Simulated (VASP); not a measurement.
# Sr (Im-3m) in VASP: further runs

The runs below take Sr through single point, relaxation of cell and atoms, with LDA.

Everything below comes from runs of VASP 6.6.1. Logs are shortened: lines on timing, memory, paths and dates and some standing lists are left out, and cuts for length are marked.

**1. The structure**

Symmetry: Im-3m, No. 229, cubic system. Conventional cell: a = 4.574 Å, b = 4.574 Å, c = 4.574 Å, α = 90.00°, β = 90.00°, γ = 90.00°. Around Sr (site symmetry m-3m) lie 8 Sr at 3.96 Å.

The cell was built by a generator and needn't be a form met in nature.

**2. Single point, LDA**

The input, INCAR:

```
PREC     = Accurate       # precision mode
ENCUT    = 520            # plane-wave cutoff, eV
EDIFF    = 1E-6           # SCF threshold, eV
ISMEAR   = -1             # smearing method
SIGMA    = 0.1            # smearing width, eV
LREAL    = False          # projectors in reciprocal space
LASPH    = True           # aspherical terms in the spheres
NELM     = 80             # most SCF steps
ALGO     = Normal         # electronic algorithm
ISIF     = 2              # what is computed and relaxed
LWAVE    = False          # write WAVECAR
LCHARG   = False          # write CHGCAR
GGA      = CA             # functional
NBANDS   = 11             # bands
```

The input, KPOINTS:

```
regular mesh
0
Gamma
  9 9 9
```

The input, POSCAR:

```
Sr
1.0
   -2.2867621618      2.2867621618      2.2867621618
    2.2867621618     -2.2867621618      2.2867621618
    2.2867621618      2.2867621618     -2.2867621618
Sr
1
Direct
    0.0000000000      0.0000000000      0.0000000000
```

Potentials or basis: VASP PAW LDA potentials, release 64 (Sr_sv).

Run with:

```bash
$ cat potpaw_LDA.64/Sr_sv/POTCAR > POTCAR
$ mpirun -np 1 vasp_std > vasp.out
```

OUTCAR:

```text
PREC = Accurate
   ENCUT = 520
   EDIFF = 1E-6
   ISMEAR = -1
   LREAL = False
   LASPH = True
   NELM = 80
   ISIF = 2
   GGA = CA

 ion  position               nearest neighbor table
   1  0.000  0.000  0.000-

  LATTYP: Found a body centered cubic cell.
 ALAT       =     4.5735243236

  Lattice vectors:

 A1 = (  -2.2867621618,   2.2867621618,   2.2867621618)
 A2 = (   2.2867621618,  -2.2867621618,   2.2867621618)
 A3 = (   2.2867621618,   2.2867621618,  -2.2867621618)

Analysis of symmetry for initial positions (statically):
=====================================================================
 Subroutine PRICEL returns:
 Original cell was already a primitive cell.

 Routine SETGRP: Setting up the symmetry group for a
 body centered cubic supercell.

 Subroutine GETGRP returns: Found 48 space group operations
 (whereof 48 operations were pure point group operations)
 out of a pool of 48 trial point group operations.

The static configuration has the point symmetry O_h .

Analysis of symmetry for dynamics (positions and initial velocities):
=====================================================================
 Subroutine PRICEL returns:
 Original cell was already a primitive cell.

 Routine SETGRP: Setting up the symmetry group for a
 body centered cubic supercell.

 Subroutine GETGRP returns: Found 48 space group operations
 (whereof 48 operations were pure point group operations)
 out of a pool of 48 trial point group operations.

The dynamic configuration has the point symmetry O_h .

 Subroutine INISYM returns: Found 48 space group operations
 (whereof 48 operations are pure point group operations),
 and found     1 'primitive' translations

----------------------------------------------------------------------------------------

                                     Primitive cell

  volume of cell :      47.8325

  direct lattice vectors                    reciprocal lattice vectors
    -2.286762162  2.286762162  2.286762162     0.000000000  0.218649761  0.218649761
     2.286762162 -2.286762162  2.286762162     0.218649761  0.000000000  0.218649761
     2.286762162  2.286762162 -2.286762162     0.218649761  0.218649761  0.000000000

  length of vectors
     3.960788249  3.960788249  3.960788249     0.309217457  0.309217457  0.309217457

  position of ions in fractional coordinates (direct lattice)
     0.000000000  0.000000000  0.000000000

  ion indices of the primitive-cell ions
   primitive index   ion index
                 1           1

----------------------------------------------------------------------------------------

 KPOINTS: regular mesh

Automatic generation of k-mesh.
 Grid dimensions read from file:
 generate k-points for:    9    9    9

 Generating k-lattice:

  Cartesian coordinates                     Fractional coordinates (reciprocal lattice)
     0.000000000  0.024294418  0.024294418     0.111111111  0.000000000  0.000000000
     0.024294418  0.000000000  0.024294418     0.000000000  0.111111111  0.000000000
     0.024294418  0.024294418  0.000000000     0.000000000  0.000000000  0.111111111

  Length of vectors
     0.034357495  0.034357495  0.034357495

  Shift w.r.t. Gamma in fractional coordinates (k-lattice)
     0.000000000  0.000000000  0.000000000

 Subroutine IBZKPT returns following result:
 ===========================================

 Found     35 irreducible k-points:

 Following reciprocal coordinates:
            Coordinates               Weight
  0.000000  0.000000  0.000000      1.000000
  0.111111  0.000000  0.000000     12.000000
  0.222222  0.000000  0.000000     12.000000
  0.333333  0.000000  0.000000     12.000000
  0.444444  0.000000  0.000000     12.000000
  0.111111  0.111111  0.000000     24.000000
[... 16 lines left out ...]
 -0.333333  0.444444  0.111111     48.000000
 -0.444444 -0.444444  0.111111     24.000000
 [... further k-points ...]
   k-points           NKPTS =     35   k-points in BZ     NKDIM =     35   number of bands    NBANDS=     11
   number of dos      NEDOS =    301   number of ions     NIONS =      1
   total plane-waves  NPLWV =  27000
   dimension x,y,z NGX =    30 NGY =   30 NGZ =   30
   dimension x,y,z NGXF=    60 NGYF=   60 NGZF=   60
   ions per type =               1
   NGX,Y,Z   is equivalent  to a cutoff of  12.59, 12.59, 12.59 a.u.
   NGXF,Y,Z  is equivalent  to a cutoff of  25.18, 25.18, 25.18 a.u.
 SYSTEM =  unknown system
   PREC   = accura    normal or accurate (medium, high low for compatibility)
   ISTART =      0    job   : 0-new  1-cont  2-samecut
   ICHARG =      2    charge: 1-file 2-atom 10-const
   ISPIN  =      1    spin polarized calculation?
   LNONCOLLINEAR =      F non collinear calculations
   LSORBIT =      F    spin-orbit coupling
   LASPH  =      T    aspherical Exc in radial PAW
   ENCUT  =  520.0 eV  38.22 Ry    6.18 a.u.   7.36  7.36  7.36*2*pi/ulx,y,z
   NELM   =     80;   NELMIN=  2; NELMDL= -5     # of ELM steps
   EDIFF  = 0.1E-05   stopping-criterion for ELM
   LREAL  =      F    real-space projection
   EDIFFG = 0.1E-04   stopping-criterion for IOM
   NSW    =      0    number of steps for IOM
   IBRION =     -1    ionic relax: 0-MD 1-quasi-New 2-CG
   NFREE  =      0    steps in history (QN), initial steepest desc. (CG)
   ISIF   =      2    stress and relaxation
   ISYM   =      2    0-nonsym 1-usesym 2-fastsym
   POTIM  = 0.5000    time-step for ionic-motion
   TEBEG  =    0.0;   TEEND  =   0.0 temperature during run
   PSTRESS=    0.0 pullay stress
   NELECT =      10.0000    total number of electrons
   NUPDOWN=      -1.0000    fix difference up-down
   EMIN   =  10.00;   EMAX   =-10.00  energy-range for DOS
   EFERMI =   0.00;   METHOD = LEGACY
   ISMEAR =    -1;   SIGMA  =   0.10  broadening in eV -4-tet -1-fermi 0-gaus
   EFERMI_NEDOS =   21; number of points for ismear=-14 and -15
   IALGO  =     38    algorithm
   IMIX   =      4    mixing-type and parameters
     AMIX     =   0.40;   BMIX     =  1.00
     AMIX_MAG =   1.60;   BMIX_MAG =  1.00
  volume/ion in A,a.u.               =      47.83       322.79
  Fermi-wavevector in a.u.,A,eV,Ry     =   0.971629  1.836113 12.844758  0.944063
  Thomas-Fermi vector in A             =   2.101862
   LORBIT       =      0    0 simple, 1 ext, 2 COOP (PROOUT), +10 PAW based schemes
   GGA     = CA    functional components
   LHFCALC =     F    Hartree Fock is set to
   AEXX    =    0.0000 exact exchange contribution
   IVDW    =     0    specifies the selected vdW correction
   LEPSILON=     F    determine dielectric tensor
   LRPA    =     F    only Hartree local field effects (RPA)
 non-spin polarized calculation
  energy-cutoff  :      520.00
  volume of cell :       47.83
 maximum number of plane-waves:      1310
 NGX is ok and might be reduce to    30
   NGX = 15   NGY = 15   NGZ = 15

 number of electron      10.0000000 magnetization

 Free energy of the ion-electron system (eV)
  ---------------------------------------------------
  ext. energy  EPLUGINS =         0.00000000
  ---------------------------------------------------
  free energy    TOTEN  =        -1.91600141 eV

  energy without entropy =       -1.87927018  energy(sigma->0) =       -1.89763580

 E-fermi :   1.8749     XC(G=0):  -8.0056

 val. band max:        1.8409319496   @ k =  -0.4444  -0.4444   0.2222
 cond. band min:       1.8829780979   @ k =  -0.4444   0.4444   0.3333
 fundamental gap:      0.0420461483
 Fermi energy:         1.8748794476

 k-point     1 :       0.0000    0.0000    0.0000
  band No.  band energies     occupation
      1     -34.2762      2.00000
      2     -16.2204      2.00000
      3     -16.2204      2.00000
      4     -16.2204      2.00000
      5      -1.9436      2.00000
      6       4.3397      0.00000
      7       4.3397      0.00000
      8       4.3397      0.00000
      9       5.8722      0.00000
     10       5.8722      0.00000
     11      10.5842      0.00000

 k-point     2 :       0.1111    0.0000    0.0000
  band No.  band energies     occupation
      1     -34.2727      2.00000
      2     -16.2608      2.00000
      3     -16.2331      2.00000
      4     -16.2205      2.00000
      5      -1.7020      2.00000
      6       4.1356      0.00000
      7       4.1839      0.00000
      8       4.5798      0.00000
      9       5.6051      0.00000
     10       5.8619      0.00000
     11      10.8252      0.00000

 k-point     3 :       0.2222    0.0000    0.0000
  band No.  band energies     occupation
      1     -34.2638      2.00000
      2     -16.3608      2.00000
      3     -16.2651      2.00000
      4     -16.2209      2.00000
      5      -1.0314      2.00000
      6       3.5675      0.00000
      7       3.7005      0.00000
      8       5.2805      0.00000
      9       5.5469      0.00000
     10       5.9050      0.00000
     11      10.7481      0.00000

 k-point     4 :       0.3333    0.0000    0.0000
  band No.  band energies     occupation
      1     -34.2536      2.00000
      2     -16.4710      2.00000
      3     -16.3011      2.00000
      4     -16.2214      2.00000
      5      -0.1128      2.00000
      6       2.8785      0.00009
      7       3.2978      0.00000
      8       5.7398      0.00000
      9       6.1009      0.00000
     10       6.3716      0.00000
     11       9.6530      0.00000
[... 239 lines left out ...]
 k-point    22 :      -0.4444    0.4444    0.1111
  band No.  band energies     occupation
      1     -34.2443      2.00000
      2     -16.5301      2.00000
      3     -16.3392      2.00000
      4     -16.2497      2.00000
      5       0.8748      1.99991
      6       2.3831      0.01233
      7       3.2878      0.00000
      8       5.0233      0.00000
      9       6.4198      0.00000
     10       7.5290      0.00000
     11       8.7473      0.00000

 k-point    23 :      -0.3333    0.4444    0.1111
  band No.  band energies     occupation
      1     -34.2437      2.00000
      2     -16.4915      2.00000
      3     -16.3599      2.00000
      4     -16.2729      2.00000
      5       0.8539      1.99993
      6       2.4665      0.00538
      7       3.3666      0.00000
      8       4.9373      0.00000
      9       6.0860      0.00000
     10       7.1073      0.00000
     11       8.8350      0.00000

 k-point    24 :      -0.4444   -0.4444    0.1111
  band No.  band energies     occupation
      1     -34.2406      2.00000
      2     -16.5166      2.00000
      3     -16.3772      2.00000
      4     -16.2727      2.00000
      5       1.3886      1.98466
      6       2.1824      0.08832
      7       3.1764      0.00000
      8       4.8927      0.00000
      9       6.3766      0.00000
     10       7.9992      0.00000
     11       8.0675      0.00000

 [... further k-points ...]
[... 5 lines left out ...]
  --------------------------------------------------------------------------------------
  -------------------------------------------------------------------------------------
  Total       -0.0018126     -0.0018126     -0.0018126      0.0000000      0.0000000     -0.0000000
  in kB       -0.0607127     -0.0607127     -0.0607127      0.0000000      0.0000000     -0.0000000
  external PRESSURE =      -0.0607127 kB  Pullay stress =       0.0000000 kB

 VOLUME and BASIS-vectors are now :
 -----------------------------------------------------------------------------
  energy-cutoff  :      520.00
  volume of cell :       47.83
      direct lattice vectors                 reciprocal lattice vectors
    -2.286762162  2.286762162  2.286762162     0.000000000  0.218649761  0.218649761
     2.286762162 -2.286762162  2.286762162     0.218649761  0.000000000  0.218649761
     2.286762162  2.286762162 -2.286762162     0.218649761  0.218649761  0.000000000

 POSITION                                       TOTAL-FORCE (eV/Angst)
 -----------------------------------------------------------------------------------
      0.00000      0.00000      0.00000        -0.000000     -0.000000      0.000000
 -----------------------------------------------------------------------------------
    total drift:                               -0.000000     -0.000000      0.000000

  FREE ENERGIE OF THE ION-ELECTRON SYSTEM (eV)
  ---------------------------------------------------
  free  energy   TOTEN  =        -1.9160014124 eV

  energy  without entropy=       -1.8792701836  energy(sigma->0) =       -1.89763580
```

Run time: 15 s. Hardware: 1 thread of Intel Xeon Platinum 8375C at 2.90GHz (Ice Lake), shared host; peak memory 0.15 GiB.

Results:

```
Free energy            : -1.9160 eV
Pressure               : 0.0 GPa
Band gap on the k mesh : none (metal or under the smearing width)
```

**3. Relaxation of cell and atoms, LDA**

This run uses another cell than the first one, of 56.32 Å³/atom, 1.177 times its volume.

The input, INCAR:

```
PREC     = Accurate       # precision mode
ENCUT    = 600            # plane-wave cutoff, eV
EDIFF    = 1E-6           # SCF threshold, eV
ISMEAR   = -1             # smearing method
SIGMA    = 0.1            # smearing width, eV
LREAL    = False          # projectors in reciprocal space
LASPH    = True           # aspherical terms in the spheres
NELM     = 60             # most SCF steps
ALGO     = Normal         # electronic algorithm
ISIF     = 3              # what is computed and relaxed
LWAVE    = False          # write WAVECAR
LCHARG   = False          # write CHGCAR
GGA      = CA             # functional
IBRION   = 2              # ionic algorithm
NSW      = 80             # ionic steps
EDIFFG   = -0.01          # ionic threshold
```

KPOINTS is that of step 2.

The input, POSCAR:

```
Sr
1.0
   -2.4147147952      2.4147147952      2.4147147952
    2.4147147952     -2.4147147952      2.4147147952
    2.4147147952      2.4147147952     -2.4147147952
Sr
1
Direct
    0.0000000000      0.0000000000      0.0000000000
```

Potentials or basis: VASP PAW LDA potentials, release 64 (Sr_sv).

Run with:

```bash
$ cat potpaw_LDA.64/Sr_sv/POTCAR > POTCAR
$ mpirun -np 1 vasp_std > vasp.out
```

It took 53 s on 1 thread of Intel Xeon Platinum 8375C at 2.90GHz (Ice Lake), shared host; peak memory 0.18 GiB.

The run converged. Its results:

* Free energy: -1.9162 eV
* Relaxed volume: 47.80 Å³/atom
* Relaxed cell: a = 3.960 Å, b = 3.960 Å, c = 3.960 Å, α = 109.47°, β = 109.47°, γ = 109.47°
* Space group after relaxing (to 0.05 Å): Im-3m (No. 229)
* Energy gained by relaxing: 50.3 meV/atom
* Ionic steps: 4
* Pressure after relaxing: 0.0 GPa
* Band gap on the k mesh: none (metal or under the smearing width)

Step by step:
```
step  energy change (eV)  largest force (eV/Å)  pressure (GPa)  volume (Å³)
   1              0.0000                0.0000           -1.68        56.32
   2             -0.0387                0.0000           -0.92        51.64
   3             -0.0502                0.0000           -0.11        48.20
   4             -0.0503                0.0000            0.03        47.80
```

Final structure:
```xyz
1
Lattice="-2.2862 2.2862 2.2862 2.2862 -2.2862 2.2862 2.2862 2.2862 -2.2862" Properties=species:S:1:pos:R:3 pbc="T T T"
Sr    0.0000    0.0000    0.0000
```

Levels at points of the mesh, in eV from the Fermi level:
| k point | band 1 | band 2 | band 3 | band 4 | band 5 | band 6 | band 7 | band 8 | band 9 |
| --- | --- | --- | --- | --- | --- | --- | --- | --- | --- |
| (0.00, 0.00, 0.00) | -36.15 | -18.09 | -18.09 | -18.09 | -3.82 | 2.47 | 2.47 | 2.47 | 4.00 |

Caveat: the volume moved by over 15 % at a fixed basis, so the end points are rough.
